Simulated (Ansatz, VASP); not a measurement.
## CsPbCl3 in VASP and in Ansatz

INCAR

```
SYSTEM = CsPbCl3
PREC = Accurate
ENCUT = 520
EDIFF = 1E-6
ISMEAR = 0
SIGMA = 0.01
LREAL = .False.
LASPH = .True.
NELM = 80
ALGO = Normal
ISIF = 2
LWAVE = .False.
LCHARG = .False.
GGA = CA
NBANDS = 30
```

Contents of KPOINTS:

```
Automatic mesh
0
Gamma
  4 4 4
  0 0 0
```

File POSCAR:

```
CsPbCl3
1.0
    5.6770717657      0.0000000000      0.0000000000
    0.0000000000      5.6770717657      0.0000000000
    0.0000000000      0.0000000000      5.6770717657
Cs Pb Cl
1 1 3
Direct
    0.0000000000      0.0000000000      0.0000000000
    0.5000000000      0.5000000000      0.5000000000
    0.5000000000      0.5000000000      0.0000000000
    0.5000000000      0.0000000000      0.5000000000
    0.0000000000      0.5000000000      0.5000000000
```

Input for Ansatz:

```yaml
crystal:
  lattice:
    - [5.6770717657, 0.0, 0.0]
    - [0.0, 5.6770717657, 0.0]
    - [0.0, 0.0, 5.6770717657]
  atoms:
    - { symbol: Cs, position: [0.0, 0.0, 0.0] }
    - { symbol: Pb, position: [0.5, 0.5, 0.5] }
    - { symbol: Cl, position: [0.5, 0.5, 0.0] }
    - { symbol: Cl, position: [0.5, 0.0, 0.5] }
    - { symbol: Cl, position: [0.0, 0.5, 0.5] }
kpoints:
  mp_grid: { grid: [4, 4, 4] }
hamiltonian:
  xc: lda
scf:
  occupations: { method: fixed }
output:
  optics: { e_range: [0, 14], de: 0.05, sigma: 0.1, bands: auto }
```

Alike in both runs: task single point; functional LDA; k mesh 4 × 4 × 4; no spin polarisation.

|  | VASP | Ansatz |
| --- | --- | --- |
| version | VASP 6.6.1 | Ansatz 0.2.0 |
| potentials or method | VASP PAW LDA potentials, release 64 (Cs_sv, Pb_d, Cl) | plane waves, PAW |
| plane-wave cutoff (eV) | 520 | 420 |
| occupations | gaussian, width 0.01 eV | fixed |
| valence electrons in the cell | 44 | 44 |

|  | VASP | Ansatz | Ansatz less VASP |
| --- | --- | --- | --- |
| gap on the k mesh at the Fermi level (eV) | 1.87 | 1.89 | +0.025 |

Caveats: spin-orbit coupling is left out, which as a rule narrows the gap of such compounds by several tenths of an eV. A k mesh can miss the band edges.
